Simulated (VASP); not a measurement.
# Sb (Fm-3m) in VASP: further runs

Aim: see how the results for Sb move with the level of theory and the settings. Levels: PBE, r2SCAN. Tasks: single point.

All numbers are computed with VASP 6.6.1; they aren't measurements. Logs are shortened: lines on timing, memory, paths and dates and some standing lists are left out, and cuts for length are marked.

**1. The cell of the first run**

It takes space group Fm-3m (No. 225, cubic). Conventional cell: a = 4.962 Å, b = 4.962 Å, c = 4.962 Å, α = 90.00°, β = 90.00°, γ = 90.00°. Sb (site symmetry m-3m) has 12 Sb at 3.51 Å as nearest neighbours.

This isn't the form of Sb at room conditions, which is rhombohedral.

**2. Single point, PBE (strained and moved within the space group)**

Contents of INCAR:

```
SYSTEM = Sb
PREC = Accurate
ENCUT = 520
EDIFF = 1E-7
ISMEAR = 0
SIGMA = 0.1
LREAL = .False.
LASPH = .True.
NELM = 60
ALGO = Normal
ISIF = 2
LWAVE = .False.
LCHARG = .True.
GGA = PE
LELF = .True.
LVHAR = .True.
NBANDS = 8
```

Contents of KPOINTS:

```
Automatic mesh
0
Gamma
  16 16 16
  0 0 0
```

Contents of POSCAR:

```
Sb
1.0
    0.0000000000      2.4809836255      2.4809836255
    2.4809836255      0.0000000000      2.4809836255
    2.4809836255      2.4809836255      0.0000000000
Sb
1
Direct
    0.0000000000      0.0000000000      0.0000000000
```

Potentials or basis: VASP PAW PBE potentials, release 64 (Sb).

Run with:

```bash
cat potpaw_PBE.64/Sb/POTCAR > POTCAR
mpirun -np 1 vasp_std > vasp.out
```

OUTCAR:

```text
SYSTEM = Sb
   PREC = Accurate
   ENCUT = 520
   EDIFF = 1E-7
   ISMEAR = 0
   LREAL = .False.
   LASPH = .True.
   NELM = 60
   ISIF = 2
   GGA = PE

 ion  position               nearest neighbor table
   1  0.000  0.000  0.000-

  LATTYP: Found a face centered cubic cell.
 ALAT       =     4.9619672510

  Lattice vectors:

 A1 = (   0.0000000000,   2.4809836255,   2.4809836255)
 A2 = (   2.4809836255,   0.0000000000,   2.4809836255)
 A3 = (   2.4809836255,   2.4809836255,   0.0000000000)

Analysis of symmetry for initial positions (statically):
=====================================================================
 Subroutine PRICEL returns:
 Original cell was already a primitive cell.

 Routine SETGRP: Setting up the symmetry group for a
 face centered cubic supercell.

 Subroutine GETGRP returns: Found 48 space group operations
 (whereof 48 operations were pure point group operations)
 out of a pool of 48 trial point group operations.

The static configuration has the point symmetry O_h .

Analysis of symmetry for dynamics (positions and initial velocities):
=====================================================================
 Subroutine PRICEL returns:
 Original cell was already a primitive cell.

 Routine SETGRP: Setting up the symmetry group for a
 face centered cubic supercell.

 Subroutine GETGRP returns: Found 48 space group operations
 (whereof 48 operations were pure point group operations)
 out of a pool of 48 trial point group operations.

The dynamic configuration has the point symmetry O_h .

 Subroutine INISYM returns: Found 48 space group operations
 (whereof 48 operations are pure point group operations),
 and found     1 'primitive' translations

----------------------------------------------------------------------------------------

                                     Primitive cell

  volume of cell :      30.5423

  direct lattice vectors                    reciprocal lattice vectors
     0.000000000  2.480983625  2.480983625    -0.201532971  0.201532971  0.201532971
     2.480983625  0.000000000  2.480983625     0.201532971 -0.201532971  0.201532971
     2.480983625  2.480983625  0.000000000     0.201532971  0.201532971 -0.201532971

  length of vectors
     3.508640691  3.508640691  3.508640691     0.349065344  0.349065344  0.349065344

  position of ions in fractional coordinates (direct lattice)
     0.000000000  0.000000000  0.000000000

  ion indices of the primitive-cell ions
   primitive index   ion index
[... 72 lines left out ...]
   NELM   =     60;   NELMIN=  2; NELMDL= -5     # of ELM steps
   EDIFF  = 0.1E-06   stopping-criterion for ELM
   LREAL  =      F    real-space projection
   EDIFFG = 0.1E-05   stopping-criterion for IOM
   NSW    =      0    number of steps for IOM
   IBRION =     -1    ionic relax: 0-MD 1-quasi-New 2-CG
   NFREE  =      0    steps in history (QN), initial steepest desc. (CG)
   ISIF   =      2    stress and relaxation
   ISYM   =      2    0-nonsym 1-usesym 2-fastsym
   POTIM  = 0.5000    time-step for ionic-motion
   TEBEG  =    0.0;   TEEND  =   0.0 temperature during run
   PSTRESS=    0.0 pullay stress
   NELECT =       5.0000    total number of electrons
   NUPDOWN=      -1.0000    fix difference up-down
   EMIN   =  10.00;   EMAX   =-10.00  energy-range for DOS
   EFERMI =   0.00;   METHOD = LEGACY
   ISMEAR =     0;   SIGMA  =   0.10  broadening in eV -4-tet -1-fermi 0-gaus
   EFERMI_NEDOS =   21; number of points for ismear=-14 and -15
   IALGO  =     38    algorithm
   IMIX   =      4    mixing-type and parameters
     AMIX     =   0.40;   BMIX     =  1.00
     AMIX_MAG =   1.60;   BMIX_MAG =  1.00
  volume/ion in A,a.u.               =      30.54       206.11
  Fermi-wavevector in a.u.,A,eV,Ry     =   0.895566  1.692374 10.912396  0.802038
  Thomas-Fermi vector in A             =   2.017914
   LORBIT       =      0    0 simple, 1 ext, 2 COOP (PROOUT), +10 PAW based schemes
   GGA     = PE    functional components
   LHFCALC =     F    Hartree Fock is set to
   AEXX    =    0.0000 exact exchange contribution
   IVDW    =     0    specifies the selected vdW correction
   LEPSILON=     F    determine dielectric tensor
   LRPA    =     F    only Hartree local field effects (RPA)
 non-spin polarized calculation
 Gauss-broadening in eV      SIGMA  =   0.10
  energy-cutoff  :      520.00
  volume of cell :       30.54
 maximum number of plane-waves:       869
 NGX is ok and might be reduce to    28
   NGX = 13   NGY = 13   NGZ = 13

 number of electron       5.0000000 magnetization

 Free energy of the ion-electron system (eV)
  ---------------------------------------------------
  ext. energy  EPLUGINS =         0.00000000
  ---------------------------------------------------
  free energy    TOTEN  =        -3.76792102 eV

  energy without entropy =       -3.76231159  energy(sigma->0) =       -3.76511631

 E-fermi :   6.9620     XC(G=0):  -9.6911

 val. band max:        6.9521775995   @ k =   0.4375   0.2500   0.1250
 cond. band min:       6.9775489361   @ k =  -0.4375   0.3750   0.1250
 fundamental gap:      0.0253713366
 Fermi energy:         6.9620124439

 k-point     1 :       0.0000    0.0000    0.0000
  band No.  band energies     occupation
      1      -5.0387      2.00000
      2      11.4169      0.00000
      3      11.4169      0.00000
      4      11.4169      0.00000
      5      16.5300      0.00000
      6      16.5300      0.00000
      7      16.5300      0.00000
      8      17.1918      0.00000
[... 243 lines left out ...]
 k-point    24 :      -0.0625    0.0625    0.0000
  band No.  band energies     occupation
      1      -4.8577      2.00000
      2      10.1619      0.00000
      3      10.7567      0.00000
      4      11.4199      0.00000
      5      15.6806      0.00000
      6      16.6717      0.00000
      7      16.8992      0.00000
      8      18.2983      0.00000

 [... further k-points ...]
[... 5 lines left out ...]
  --------------------------------------------------------------------------------------
  -------------------------------------------------------------------------------------
  Total       -0.9266717     -0.9266717     -0.9266717     -0.0000000     -0.0000000      0.0000000
  in kB      -48.6110251    -48.6110251    -48.6110251     -0.0000000     -0.0000000      0.0000000
  external PRESSURE =     -48.6110251 kB  Pullay stress =       0.0000000 kB

 VOLUME and BASIS-vectors are now :
 -----------------------------------------------------------------------------
  energy-cutoff  :      520.00
  volume of cell :       30.54
      direct lattice vectors                 reciprocal lattice vectors
     0.000000000  2.480983625  2.480983625    -0.201532971  0.201532971  0.201532971
     2.480983625  0.000000000  2.480983625     0.201532971 -0.201532971  0.201532971
     2.480983625  2.480983625  0.000000000     0.201532971  0.201532971 -0.201532971

 POSITION                                       TOTAL-FORCE (eV/Angst)
 -----------------------------------------------------------------------------------
      0.00000      0.00000      0.00000         0.000000      0.000000      0.000000
 -----------------------------------------------------------------------------------
    total drift:                                0.000000     -0.000000     -0.000000

  FREE ENERGIE OF THE ION-ELECTRON SYSTEM (eV)
  ---------------------------------------------------
  free  energy   TOTEN  =        -3.7679210238 eV

  energy  without entropy=       -3.7623115910  energy(sigma->0) =       -3.76511631
```

Run time: 33 s. Hardware: 1 thread of AMD EPYC 7R13 (Zen 3), shared host; peak memory 0.14 GiB.

Results:

```
Free energy            : -3.7679 eV
Pressure               : -4.9 GPa
Band gap on the k mesh : none (metal or under the smearing width)
```

Levels at points of the mesh, in eV from the Fermi level:
```csv
k point,band 1,band 2,band 3,band 4,band 5,band 6
"(0.00, 0.00, 0.00)",-12.00,4.45,4.45,4.45,9.57,9.57
"(0.50, 0.00, 0.00)",-8.92,-5.04,3.06,3.06,7.44,8.80
"(0.50, 0.50, 0.00)",-7.63,-4.27,0.35,0.35,4.08,4.68
```

The run has no spin-orbit coupling, so splittings on Sb are missing.

**3. Single point, PBE (Sb replaced by Bi, lengths x 1.039, strained and moved within the space group)**

Contents of INCAR:

```
SYSTEM = Bi
PREC = Accurate
ENCUT = 520
EDIFF = 1E-7
ISMEAR = 0
SIGMA = 0.1
LREAL = .FALSE.
LASPH = .TRUE.
NELM = 100
ALGO = Fast
ISIF = 2
LWAVE = .FALSE.
LCHARG = .TRUE.
GGA = PE
LELF = .TRUE.
LVHAR = .TRUE.
NBANDS = 14
```

Contents of KPOINTS:

```
regular mesh
0
G
  6 6 6
  0 0 0
```

Contents of POSCAR:

```
Bi
1.0
    0.0000000000      2.4912972681      2.4912972681
    2.4912972681      0.0000000000      2.4912972681
    2.4912972681      2.4912972681      0.0000000000
Bi
1
Direct
    0.0000000000      0.0000000000      0.0000000000
```

Potentials or basis: VASP PAW PBE potentials, release 64 (Bi_d).

Run with:

```bash
cat potpaw_PBE.64/Bi_d/POTCAR > POTCAR
mpirun -np 1 vasp_std > vasp.out
```

Wall time 15 s (1 thread of AMD EPYC 7R13 (Zen 3), shared host); peak memory 0.11 GiB.

The run converged. Its results:

- Free energy: -3.7487 eV
- Pressure: 1.2 GPa
- Band gap on the k mesh: none (metal or under the smearing width)

Levels at points of the mesh, in eV from the Fermi level:
```csv
k point,band 4,band 5,band 6,band 7,band 8,band 9,band 10,band 11
"(0.00, 0.00, 0.00)",-23.29,-23.29,-13.91,4.73,4.73,4.73,8.66,8.80
"(0.50, 0.00, 0.00)",-23.22,-23.22,-11.02,-5.59,3.13,3.13,7.14,8.34
"(0.50, 0.50, 0.00)",-23.20,-23.20,-9.90,-4.77,0.10,0.10,3.79,4.99
```

Caveat: the k mesh is coarse (spacing up to 0.36 Å⁻¹), so the values aren't converged; spin-orbit coupling is left out, which moves the levels of the heavy elements.

**4. Single point, r2SCAN (functional r2SCAN, strained and moved within the space group)**

Contents of POSCAR:

```
Sb
1.0
    0.0000000000      2.4425457842      2.4425457842
    2.4425457842      0.0000000000      2.4425457842
    2.4425457842      2.4425457842      0.0000000000
Sb
1
Direct
    0.0000000000      0.0000000000      0.0000000000
```

Contents of INCAR.step1:

```
SYSTEM = Sb
PREC = Accurate
ENCUT = 520
ISMEAR = 0
SIGMA = 0.1
LREAL = .FALSE.
LASPH = .TRUE.
NELM = 60
NBANDS = 8
GGA = PE
ALGO = Normal
EDIFF = 1E-4
LWAVE = .TRUE.
LCHARG = .FALSE.
```

Contents of INCAR.step2:

```
SYSTEM = Sb
PREC = Accurate
ENCUT = 520
EDIFF = 1E-6
ISMEAR = 0
SIGMA = 0.1
LREAL = .FALSE.
LASPH = .TRUE.
NELM = 60
ALGO = Normal
ISIF = 2
LWAVE = .FALSE.
LCHARG = .TRUE.
METAGGA = R2SCAN
LMIXTAU = .TRUE.
LELF = .TRUE.
LVHAR = .TRUE.
NBANDS = 8
ISTART = 1
```

Contents of KPOINTS:

```
Automatic mesh
0
G
  16 16 16
  0 0 0
```

Potentials or basis: VASP PAW PBE potentials, release 64 (Sb).

Run with:

```bash
cat potpaw_PBE.64/Sb/POTCAR > POTCAR
cp INCAR.step1 INCAR
mpirun -np 1 vasp_std > vasp.out
cp INCAR.step2 INCAR
mpirun -np 1 vasp_std > vasp.out
```

It took 3.1 min on 1 thread of AMD EPYC 7R13 (Zen 3), shared host; peak memory 0.15 GiB.

The run converged. Its results:

```
Free energy            : -25.2031 eV
Pressure               : -3.7 GPa
Band gap on the k mesh : none (metal or under the smearing width)
```

Levels at points of the mesh, in eV from the Fermi level:
```csv
k point,band 1,band 2,band 3,band 4,band 5
"(0.00, 0.00, 0.00)",-12.93,5.06,5.06,5.06,10.19
"(0.50, 0.00, 0.00)",-9.36,-5.61,3.44,3.44,8.30
"(0.50, 0.50, 0.00)",-7.82,-4.80,0.36,0.36,4.63
```

Caveat: the PAW data sets were made with another functional, which shifts forces and pressure a little. Spin-orbit coupling is left out, which matters for the levels of Sb.

**5. The runs side by side**

| level | potentials or basis | cell | k mesh | mesh quality | gap on the mesh (eV) | pressure (GPa) |
| --- | --- | --- | --- | --- | --- | --- |
| PBE | VASP PAW PBE potentials, release 64 (Sb) | strained and moved within the space group | 16 × 16 × 16 | not flagged | none | -4.9 |
| PBE | VASP PAW PBE potentials, release 64 (Bi_d) | Sb replaced by Bi, lengths x 1.039, strained and moved within the space group | 6 × 6 × 6 | coarse | none | 1.2 |
| r2SCAN | VASP PAW PBE potentials, release 64 (Sb) | functional r2SCAN, strained and moved within the space group | 16 × 16 × 16 | not flagged | none | -3.7 |

Alike in all rows: task single point; no spin polarisation; cutoff (eV) 520; smearing gaussian 0.1 eV.

Caveats: some runs use coarse meshes; spin-orbit coupling is left out, which moves the levels of the heavy elements (some runs); the PAW data sets were made with another functional, which shifts forces and pressure a little (some runs).

Absolute energies hang on the potentials; compare differences alone.
